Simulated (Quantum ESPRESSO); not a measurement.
BP: dielectric tensor and Born charges under several settings

```
P B
1.0
     0.00000    2.26900    2.26900
     2.26900    0.00000    2.26900
     2.26900    2.26900    0.00000
P B
1 1
Direct
  0.75000 0.75000 0.75000
  0.00000 0.00000 0.00000
```

All runs used Quantum ESPRESSO 7.5; k mesh 8 × 8 × 8, shifted; given cell; no spin polarisation; cutoff 612 eV; occupations smeared at first, fixed for the response.

```tsv
level	potentials	pressure (GPa)	ε∞ (diagonal)	Born charge of atom 1 (e)
LDA	GBRV 1.5 LDA	-4.9	9.20	0.53
PBE	GBRV 1.5 PBE	0.9	9.15	0.51
PBEsol	GBRV 1.5 PBEsol	-1.9	9.31	0.52
WC	GBRV 1.5 PBE	-1.7	9.31	0.53
BLYP	GBRV 1.5 PBE	?	?	?
AM05	GBRV 1.5 PBE	-2.3	9.35	0.54
```

What stands in the row left open?

Pressure 6.9 GPa; ε∞ 8.79; Born charge of atom 1 0.48 e.

Caveats: the potentials were made for another functional, which shifts forces and pressure (some runs); the cell is more than 3 GPa from zero pressure, which shifts response properties (some runs).

For the row left open. Caveat: the potentials were made for another functional, which shifts forces and pressure; the cell is more than 3 GPa from zero pressure, which shifts response properties.
